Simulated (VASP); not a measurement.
The system is WS2 (Tungstenite).

```xyz
6
Lattice="3.1800 0.0000 0.0000 -1.5900 2.7540 0.0000 0.0000 0.0000 12.5000" Properties=species:S:1:pos:R:3 pbc="T T T"
W     1.5900    0.9180    9.3750
W     0.0000    1.8360    3.1250
S     1.5900    0.9180    4.6875
S     0.0000    1.8360   10.9375
S     1.5900    0.9180    1.5625
S     0.0000    1.8360    7.8125
```

Program: VASP 6.6.1. Alike in all runs: no spin polarisation; cell as given; cutoff (eV) 520.

**Question.** Order these runs on this cell by their pressure, lowest first.
A. level PBEsol; potentials or basis VASP PAW PBE potentials, release 64 (W_sv, S); k mesh 10 × 10 × 3; smearing fermi-dirac 0.05 eV; ladder free
B. level r2SCAN; potentials or basis VASP PAW PBE potentials, release 64 (W_sv, S); k mesh 10 × 10 × 4; smearing gaussian 0.02 eV; ladder gaps
C. level LDA; potentials or basis VASP PAW LDA potentials, release 54 (W_sv, S); k mesh 10 × 10 × 3; smearing gaussian 0.02 eV
D. level PBE; potentials or basis VASP PAW PBE potentials, release 64 (W_sv, S); k mesh 10 × 10 × 3; smearing fermi-dirac 0.05 eV

**Answer.** C (-5.3 GPa), A (-2.6 GPa), B (0.4 GPa), D (2.2 GPa).

Caveats: spin-orbit coupling is left out, which moves the levels of the heavy elements; an odd mesh through Γ misses points on the zone boundary, where band edges often lie (some runs); this functional lacks dispersion, which binds the layers, so the pressure and a relaxed spacing across them are unreliable (some runs); the PAW data sets were made with another functional, which shifts forces and pressure a little (some runs).

Not every run made on this cell is shown here.
